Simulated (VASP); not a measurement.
Wanted: the native input for a VASP 6.6.1 run.

```yaml
Task: relaxation of cell and atoms
Functional: r2SCAN
Potentials_or_basis: VASP PAW PBE potentials, release 64 (Si, O)
Cutoff: 600 eV
k_mesh: 6 × 6 × 4
Occupations: gaussian, width 0.03 eV
Spin: no spin polarisation
Further_INCAR_settings: ALGO = Normal; EDIFF = 1e-06; IBRION = 2; EDIFFG = -0.01; NSW = 90; ISIF = 3
```

The structure of SiO2 (Cristobalite) lies in POSCAR:

```
SiO2
1.0
    4.9820000000      0.0000000000      0.0000000000
    0.0000000000      4.9820000000      0.0000000000
    0.0000000000      0.0000000000      6.9630000000
Si O
4 8
Direct
    0.2989700000      0.2989700000      0.0000000000
    0.2010300000      0.7989700000      0.2500000000
    0.7010300000      0.7010300000      0.5000000000
    0.7989700000      0.2010300000      0.7500000000
    0.2398900000      0.1034700000      0.1781300000
    0.3965300000      0.7398900000      0.4281300000
    0.7601100000      0.8965300000      0.6781300000
    0.6034700000      0.2601100000      0.9281300000
    0.7398900000      0.3965300000      0.5718700000
    0.8965300000      0.7601100000      0.3218700000
    0.2601100000      0.6034700000      0.0718700000
    0.1034700000      0.2398900000      0.8218700000
```

The input as run:

INCAR

```
SYSTEM = SiO2
PREC = Accurate
ENCUT = 600
EDIFF = 1E-6
ISMEAR = 0
SIGMA = 0.03
LREAL = .FALSE.
LASPH = .TRUE.
NELM = 80
ALGO = Normal
ISIF = 3
LWAVE = .FALSE.
LCHARG = .FALSE.
METAGGA = R2SCAN
LMIXTAU = .TRUE.
IBRION = 2
NSW = 90
EDIFFG = -0.01
KPAR = 4
```

KPOINTS

```
regular mesh
0
G
  6 6 4
  0 0 0
```

Potentials or basis: VASP PAW PBE potentials, release 64 (Si, O).

Launch:

```sh
$ cat potpaw_PBE.64/Si/POTCAR potpaw_PBE.64/O/POTCAR > POTCAR
$ mpirun -np 4 vasp_std > vasp.out
```

It gave:

* Relaxed volume: 14.19 Å³/atom
* Relaxed cell: a = 4.971 Å, b = 4.971 Å, c = 6.890 Å, α = 90.00°, β = 90.00°, γ = 90.00°
* Space group after relaxing (to 0.05 Å): P4_12_12 (No. 92)
* Energy gained by relaxing: 1.3 meV/atom
* Ionic steps: 33
* Pressure after relaxing: 0.0 GPa
* Largest force after relaxing: 0.009 eV/Å
* Band gap on the k mesh: 6.36 eV, direct

Caveat: the PAW data sets were made with another functional, which shifts forces and pressure a little.

It took 48 min on 4 MPI ranks on Intel(R) Xeon(R) Platinum 8559C (Emerald Rapids), on a shared host, peak memory 0.43 GiB a rank.
